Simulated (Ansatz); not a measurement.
System: fluorite SrF2. Method: G0W0@HSE06 (plane waves, hard PAW, contour deformation; Ansatz, a first-principles code).

The same calculation (at the measured cell, 16.256 Å³/atom) with different numerical settings; throughout: response cutoff 100 eV, empty bands 203:

```csv
run,k mesh,quasiparticle gap on the mesh (eV),quasiparticle gap at Γ (eV),rough time
1,4×4×4,10.878,11.002,6 core-min
2,6×6×6,10.867,10.991,20 core-min
3,8×8×8,10.866,10.989,80 core-min
```

In the column quasiparticle gap at Γ (eV) the first row differs from the last by +0.013 and the next to last by +0.002.

The last row is no converged limit: other settings stay fixed.

Spin–orbit coupling is not included.

Note: GW on a hybrid start was not checked against another program.
